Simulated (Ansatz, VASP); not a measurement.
## One calculation of WS2, two programs

```
W S
1.0
     3.22541    0.00000    0.00000
    -1.61270    2.79329    0.00000
     0.00000    0.00000   17.17364
W S
1 2
Direct
  0.00000 0.00000 0.00000
  0.33333 0.66667 0.09200
  0.33333 0.66667 0.90800
```

Change from the starting cell: volume scaled by 1.04.

Alike in both runs: task single point; functional PBEsol; k mesh 10 × 10 × 2; occupations fermi-dirac, width 0.05 eV; no spin polarisation.

|  | VASP | Ansatz |
| --- | --- | --- |
| version | VASP 6.6.1 | Ansatz 0.2.0 |
| potentials or method | VASP PAW PBE potentials, release 64 (W_sv, S) | Ansatz PAW |
| plane-wave cutoff (eV) | 520 | 420 |
| valence electrons in the cell | 26 | 26 |

Ansatz gave:

* gap on the k mesh at the Fermi level (eV): 1.87
* least direct gap on the mesh (eV): 2.04
* rms of the force components (eV/Å): 0.370

What did VASP give for the same quantities?

gap on the k mesh at the Fermi level (eV): 1.88; least direct gap on the mesh (eV): 2.04; rms of the force components (eV/Å): 0.361.

Atom by atom the forces differ by 0.009 eV/Å (rms over components). With one functional, cell and mesh, what is left measures potentials, basis and numerics.

Caveats: spin-orbit coupling is left out, which moves the levels of the heavy elements; the PAW data sets were made with another functional, which shifts forces and pressure a little (VASP); the PAW data sets come from PBE, with cores solved anew for the run's functional, which leaves a small shift of forces and pressure (Ansatz).
